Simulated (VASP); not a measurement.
Wanted: the native input for a VASP 6.6.1 run.

| Item | Value |
| --- | --- |
| Task | relaxation of cell and atoms |
| Functional | PBE |
| Dispersion | D3(BJ) |
| Potentials or basis | VASP PAW PBE potentials, release 64 (Hf_pv) |
| Cutoff | 600 eV |
| k mesh | 12 × 12 × 14 |
| Occupations | gaussian, width 0.1 eV |
| Spin | no spin polarisation |
| Further INCAR settings | ALGO = Fast; EDIFF = 1e-07; IBRION = 2; EDIFFG = -0.005; NSW = 90; ISIF = 3 |

The structure of Hf lies in POSCAR:

```
Hf
1.0
    4.9623295400      0.0000000000      0.0000000000
   -2.4811647700      4.2975034500      0.0000000000
    0.0000000000      0.0000000000      3.0862322500
Hf
3
Direct
    0.6666666700      0.3333333300      0.5000000000
    0.3333333300      0.6666666700      0.5000000000
    0.0000000000      0.0000000000      0.0000000000
```

This isn't the form of Hf at room conditions, which is hcp.

One way to write it, as run:

INCAR

```
SYSTEM = Hf
ALGO = Fast
EDIFF = 1E-7
EDIFFG = -0.005
ENCUT = 600
GGA = PE
IBRION = 2
ISIF = 3
ISMEAR = 0
IVDW = 12
LASPH = .TRUE.
LCHARG = .FALSE.
LREAL = .FALSE.
LWAVE = .FALSE.
NELM = 100
NSW = 90
PREC = Accurate
SIGMA = 0.1
```

KPOINTS

```
k-points
0
G
  12 12 14
  0 0 0
```

Potentials or basis: VASP PAW PBE potentials, release 64 (Hf_pv).

Launch:

```console
$ cat potpaw_PBE.64/Hf_pv/POTCAR > POTCAR
$ mpirun -np 1 vasp_std > vasp.out
```

Results of the run:

```
Relaxed volume                         : 21.54 Å³/atom
Relaxed cell                           : a = 4.933 Å, b = 4.933 Å, c = 3.066 Å, α = 90.00°, β = 90.00°, γ = 120.00°
Space group after relaxing (to 0.05 Å) : P6/mmm (No. 191)
Energy gained by relaxing              : 2.6 meV/atom
Ionic steps                            : 3
Pressure after relaxing                : 0.0 GPa
Band gap on the k mesh                 : none (metal or under the smearing width)
Dispersion energy per atom             : -0.468 eV
```

Caveat: pairwise dispersion overbinds metals, which lowers pressure and volume.

Run time: 12 min on 1 thread of Intel(R) Xeon(R) Platinum 8375C CPU @ 2.90GHz (Ice Lake) (shared host), peak memory 0.36 GiB.
